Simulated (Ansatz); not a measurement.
Runs of Ansatz 0.2.0 on TaN. The structure is hexagonal, space group P6_3/mmc (No. 194). The conventional cell has a = 2.922 Å, b = 2.922 Å, c = 5.917 Å, α = 90.00°, β = 90.00°, γ = 120.00°. Around Ta (site symmetry -3m) lie 6 N at 2.24 Å. Around N (site symmetry -6m2) lie 6 Ta at 2.24 Å. The cell comes from a database or a generator and needn't be the stable form of this composition.

| level | share of exact exchange | gap on the mesh (eV) | pressure (GPa) |
| --- | --- | --- | --- |
| HSE06 form with a typed share of exact exchange | 0 | none | -1.5 |
| HSE06 form with a typed share of exact exchange | 0.35 | none | (a) |
| HSE06 form with a typed share of exact exchange | 0.5 | none | (b) |
| HSE06 | 0.25 | none | -9.9 |
| HSE06 form with a typed share of exact exchange | 0.1 | none | -4.9 |
| HSE06 form with a typed share of exact exchange | 0.15 | none | -6.6 |

Alike in all rows: task single point; potentials or basis Ansatz PAW; no spin polarisation; cell as given; k mesh 6 × 6 × 3; cutoff (eV) 420; smearing fermi-dirac 0.05 eV; the mesh is coarse, so values aren't converged.

Fill in the values left out.

(a) -13.1; (b) -17.8.

Caveats: all runs use coarse meshes; the PAW data sets come from PBE, with cores solved anew for the run's functional, which leaves a small shift of forces and pressure (some runs); the thresholds are loose for stress (some runs); the PAW data sets were made with another functional, which shifts forces and pressure a little (some runs).

A k mesh can miss the band edges, and the runs leave out spin-orbit coupling on Ta.

A gap of «none» marks a metal or a gap under the smearing width.
